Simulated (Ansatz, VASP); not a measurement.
# ScAl3 in VASP and in Ansatz

```
Sc Al
1.0
     0.00000    3.30175    3.30175
     3.30175    0.00000    3.30175
     3.30175    3.30175    0.00000
Sc Al
1 3
Cartesian
  0.0000 0.0000 0.0000
  3.3017 3.3017 3.3017
  1.6509 1.6509 1.6509
  4.9526 4.9526 4.9526
```

Alike in both runs: functional PBE; k mesh 12 × 12 × 12; occupations gaussian, width 0.1 eV; no spin polarisation.

Ansatz relaxed the structure, and its values are those at the end. VASP's run is a single point on that final structure, the one shown.

|  | VASP | Ansatz |
| --- | --- | --- |
| version | VASP 6.6.1 | Ansatz 0.2.0 |
| potentials or method | VASP PAW PBE potentials, release 64 (Sc_sv, Al) | scalar-relativistic, plane waves, PAW |
| plane-wave cutoff (eV) | 520 | 420 |
| valence electrons in the cell | 20 | 20 |

|  | VASP | Ansatz | Ansatz less VASP |
| --- | --- | --- | --- |
| gap on the k mesh at the Fermi level (eV) | none | none | - |
| pressure (GPa) | 0.1 | 0.0 | -0.06 |

A gap of «none» marks a metal or a gap that the smearing closes.
